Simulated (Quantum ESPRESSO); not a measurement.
Crystal: SnTe.

```
Te Sn
1.0
     3.90470    0.00000    0.00000
     0.00000    3.90470    0.00000
     0.00000    0.00000    3.90470
Te Sn
1 1
Direct
  0.50000 0.50000 0.50000
  0.00000 0.00000 0.00000
```

Measurements of this composition are mostly on another form, of space group No. 225.

* Program: Quantum ESPRESSO 7.5
* Task: single point
* Functional: PBE
* Potentials or basis: SSSP 1.3 efficiency PBE
* Cutoff: 816 eV
* Density cutoff: 6531 eV
* k mesh: 7 × 7 × 7
* Occupations: fermi-dirac, width 0.05 eV
* Spin: no spin polarisation

On this cell: pressure -1.2 GPa; largest force zero by symmetry; band gap on the k mesh none (metal or under the smearing width).

The same run follows on a disturbed copy (atoms moved at random, drawn with an rms of 0.05 Å):

```
CELL_PARAMETERS angstrom
3.90470 0.00000 0.00000
0.00000 3.90470 0.00000
0.00000 0.00000 3.90470
ATOMIC_POSITIONS crystal
Te 0.48711 0.50165 0.49645
Sn 0.01226 0.00751 0.00919
```

Q: What changes?

A: The energy (extrapolated to zero smearing) moves by -1.4 meV/atom; pressure -1.0 GPa; largest force 0.050 eV/Å; band gap on the k mesh none (metal or under the smearing width).

Forces in eV/Å, atoms in the order of the input:
```
Te  -0.045 -0.009 -0.020
Sn   0.045  0.009  0.020
```

Stress tensor (GPa, compression positive):
```
-0.99  0.04  0.08
 0.04 -0.96  0.02
 0.08  0.02 -0.97
```

The energy falls, though the first cell shows no forces: that form is unstable against this distortion, unless noise or another electronic state is at work.
